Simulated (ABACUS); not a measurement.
The system is KCl (Sylvite).

```
K Cl
1.0
     0.00000    3.14647    3.14647
     3.14647    0.00000    3.14647
     3.14647    3.14647    0.00000
K Cl
1 1
Direct
  0.00000 0.00000 0.00000
  0.50000 0.50000 0.50000
```

Base run:

```yaml
Program: ABACUS 3.10.1
Functional: BLYP
Potentials_or_basis: PseudoDojo NC SR 0.5 PBE stringent
Cutoff: 1007 eV
Density_cutoff: 4027 eV
Basis: plane waves
k_mesh: 6 × 6 × 6
Occupations: fermi-dirac, width 0.05 eV
Spin: no spin polarisation
```

Its results: band gap on the k mesh 5.17 eV, direct; pressure 1.6 GPa.

The run is repeated on the same cell with these changes: functional from BLYP to rPW86PBE; potentials or basis from PseudoDojo NC SR 0.5 PBE stringent to GBRV ultrasoft 1.5 PBE; cutoff from 1007 eV to 544 eV; density cutoff from 4027 eV to 4354 eV. What comes out?

Band gap on the k mesh 5.04 eV, direct; pressure 0.0 GPa.

Caveats: the potentials were made for another functional, which shifts forces and pressure.

